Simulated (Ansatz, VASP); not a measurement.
One calculation of WS2, two programs

```
S W
1.0
     3.14609    0.00000    0.00000
    -1.57305    2.72460    0.00000
     0.00000    0.00000   30.83106
S W
6 3
Direct
  0.66667 0.33333 0.24326
  0.66667 0.33333 0.34494
  0.33333 0.66667 0.44916
  0.33333 0.66667 0.55084
  0.66667 0.33333 0.65506
  0.66667 0.33333 0.75674
  0.33333 0.66667 0.29410
  0.66667 0.33333 0.50000
  0.33333 0.66667 0.70590
```

Alike in both runs: functional PBEsol; k mesh 9 × 9 × 1; occupations gaussian, width 0.05 eV; no spin polarisation.

Ansatz relaxed the structure, and its values are those at the end. VASP's run is a single point on that final structure, the one shown.

|  | VASP | Ansatz |
| --- | --- | --- |
| version | VASP 6.6.1 | Ansatz 0.2.0 |
| potentials or method | VASP PAW PBE potentials, release 64 (S, W_sv) | scalar-relativistic, plane waves, PAW |
| plane-wave cutoff (eV) | 520 | 420 |
| valence electrons in the cell | 78 | 78 |

|  | VASP | Ansatz | Ansatz less VASP |
| --- | --- | --- | --- |
| gap on the k mesh at the Fermi level (eV) | 1.44 | 1.43 | -0.014 |
| least direct gap on the mesh (eV) | 1.89 | 1.89 | -0.004 |
| rms of the force components (eV/Å) | 0.012 | 0.007 | -0.0050 |

Caveats: the PAW data sets were made with another functional, which shifts forces and pressure a little (VASP); spin-orbit coupling is left out, which moves the levels of the heavy elements.
